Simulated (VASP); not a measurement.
Here is a VASP 6.6.1 calculation.

POSCAR

```
InPd
1.0
    3.2718847800      0.0000000000      0.0000000000
    0.0000000000      3.2718847800      0.0000000000
    0.0000000000      0.0000000000      3.2718847800
In Pd
1 1
Direct
    0.0000000000      0.0000000000      0.0000000000
    0.5000000000      0.5000000000      0.5000000000
```

INCAR.step1

```
SYSTEM = InPd
PREC = Accurate
ENCUT = 520
EDIFF = 1E-5
ISMEAR = -1
SIGMA = 0.05
LREAL = .FALSE.
LASPH = .TRUE.
NELM = 60
ALGO = Normal
ISIF = 2
LWAVE = .TRUE.
LCHARG = .FALSE.
LMAXMIX = 4
NBANDS = 18
GGA = PE
```

Contents of INCAR.step2:

```
SYSTEM = InPd
PREC = Accurate
ENCUT = 520
EDIFF = 1E-6
ISMEAR = -1
SIGMA = 0.05
LREAL = .FALSE.
LASPH = .TRUE.
NELM = 60
ALGO = Normal
ISIF = 2
LWAVE = .FALSE.
LCHARG = .FALSE.
LMAXMIX = 4
METAGGA = MBJ
NBANDS = 18
ISTART = 1
```

File KPOINTS:

```
regular mesh
0
G
  8 8 8
  0 0 0
```

The input KPOINTS_OPT:

```
path GXMGRX,MR
10
line-mode
reciprocal
 0.0000000000  0.0000000000  0.0000000000  G
 0.0000000000  0.5000000000  0.0000000000  X

 0.0000000000  0.5000000000  0.0000000000  X
 0.5000000000  0.5000000000  0.0000000000  M

 0.5000000000  0.5000000000  0.0000000000  M
 0.0000000000  0.0000000000  0.0000000000  G

 0.0000000000  0.0000000000  0.0000000000  G
 0.5000000000  0.5000000000  0.5000000000  R

 0.5000000000  0.5000000000  0.5000000000  R
 0.0000000000  0.5000000000  0.0000000000  X

 0.5000000000  0.5000000000  0.0000000000  M
 0.5000000000  0.5000000000  0.5000000000  R
```

Potentials or basis: VASP PAW PBE potentials, release 64 (In_d, Pd).

Command:

```console
$ cat potpaw_PBE.64/In_d/POTCAR potpaw_PBE.64/Pd/POTCAR > POTCAR
$ cp INCAR.step1 INCAR
$ mpirun -np 1 vasp_std > vasp.out
$ cp INCAR.step2 INCAR
$ mpirun -np 1 vasp_std > vasp.out
```

Question: What does it give for the band gap along the path?

Answer: None (metal or under the smearing width).

Levels at the corners of the path, in eV from the Fermi level:
```tsv
point	band 7	band 8	band 9	band 10	band 11	band 12	band 13	band 14	band 15	band 16
Γ	-3.88	-3.88	-2.33	-2.33	-2.33	4.53	4.53	4.53	9.77	10.46
X	-5.78	-3.85	-3.26	-3.26	-2.40	-1.16	9.76	9.81	9.81	10.97
X	-5.78	-3.85	-3.26	-3.26	-2.40	-1.16	9.76	9.81	9.81	10.97
M	-3.54	-2.74	-2.74	-2.07	-2.07	-1.83	1.53	2.66	9.83	11.30
M	-3.54	-2.74	-2.74	-2.07	-2.07	-1.83	1.53	2.66	9.83	11.30
Γ	-3.88	-3.88	-2.33	-2.33	-2.33	4.53	4.53	4.53	9.77	10.46
Γ	-3.88	-3.88	-2.33	-2.33	-2.33	4.53	4.53	4.53	9.77	10.46
R	-4.80	-4.80	-1.79	-1.79	0.30	4.03	4.03	4.03	4.42	4.42
R	-4.80	-4.80	-1.79	-1.79	0.30	4.03	4.03	4.03	4.42	4.42
X	-5.78	-3.85	-3.26	-3.26	-2.40	-1.16	9.76	9.81	9.81	10.97
M	-3.54	-2.74	-2.74	-2.07	-2.07	-1.83	1.53	2.66	9.83	11.30
R	-4.80	-4.80	-1.79	-1.79	0.30	4.03	4.03	4.03	4.42	4.42
```

Caveat: spin-orbit coupling is left out, which moves the levels of the heavy elements.
